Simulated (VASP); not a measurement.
CaSe: single point with PBEsol

**Measured values to compare with.**

A printed reference work, monograph, original work of 1988 reports, for a bulk crystal of CaSe at 2 K: band gap 3.85 eV (indirect).

CaSe:

```
CELL_PARAMETERS angstrom
0.00000 2.93445 2.93445
2.93445 0.00000 2.93445
2.93445 2.93445 0.00000
ATOMIC_POSITIONS crystal
Ca 0.00000 0.00000 0.00000
Se 0.50000 0.50000 0.50000
```

```yaml
Program: VASP 6.6.1
Task: single point
Functional: PBEsol
Potentials_or_basis: VASP PAW PBE potentials, release 64 (Ca_sv, Se)
Cutoff: 500 eV
k_mesh: 6 × 6 × 6, shifted
Occupations: gaussian, width 0.01 eV
Spin: no spin polarisation
Dipole_correction: no
Further_INCAR_settings: ALGO = Normal; EDIFF = 1e-06; NBANDS = 15; ISYM = -1
```

| Item | Value |
| --- | --- |
| Pressure | 0.2 GPa |
| Band gap on the k mesh | 2.22 eV (least direct gap 3.09 eV) |

Levels at points of the mesh, in eV from the valence-band top:
```csv
k point,band 4,band 5,band 6,band 7,band 8,band 9,band 10,band 11,band 12,band 13
"(0.08, 0.08, 0.08)",-20.43,-11.74,-0.29,0.00,0.00,3.65,3.87,3.87,4.00,4.58
```

It took 37 s on 1 thread of Intel(R) Xeon(R) Platinum 8488C (Sapphire Rapids), with other jobs on the host, peak memory 0.23 GiB.

A measured gap of CaSe is 3.85 eV (indirect; 2 K; a printed reference work, monograph, original work of 1988); the calculated 2.22 eV misses it by -1.63 eV. Spin-orbit coupling on Se is left out. The value is that of PBEsol on a finite k mesh, which can miss the band edges, without temperature or zero-point motion. Semilocal functionals fall short of measured gaps as a rule.

Caveat: the PAW data sets were made with another functional, which shifts forces and pressure a little; a shifted mesh leaves out Γ, where band edges can lie.
